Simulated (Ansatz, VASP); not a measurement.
# One calculation of LiF, two programs

```
Li F
1.0
     2.02409   -1.50627    0.00000
     2.02409    1.50627    0.00000
    -1.50711    0.00000    4.33022
Li F
2 2
Direct
  0.49011 0.82239 0.64647
  0.82239 0.49011 0.14647
  0.17761 0.50989 0.85353
  0.50989 0.17761 0.35353
```

Alike in both runs: task single point; functional PBE; k mesh 8 × 8 × 4; occupations gaussian, width 0.1 eV; no spin polarisation.

|  | VASP | Ansatz |
| --- | --- | --- |
| version | VASP 6.6.1 | Ansatz 0.2.0 |
| potentials or method | VASP PAW PBE potentials, release 64 (Li_sv, F) | scalar-relativistic, plane waves, PAW |
| plane-wave cutoff (eV) | 520 | 420 |
| valence electrons in the cell | 20 | 20 |

Ansatz gave:

```
gap on the k mesh at the Fermi level (eV) : 10.40
least direct gap on the mesh (eV)         : 10.40
rms of the force components (eV/Å)        : 0.189
```

Question: What did VASP give for the same quantities?

Answer: gap on the k mesh at the Fermi level (eV): 10.40; least direct gap on the mesh (eV): 10.40; rms of the force components (eV/Å): 0.193.

Atom by atom the forces differ by 0.005 eV/Å (rms over components). The functional is the same, so the differences come from potentials, cutoffs and numerics.

 A k mesh can miss the band edges. As with any semilocal functional, this PBE gap is likely too small.
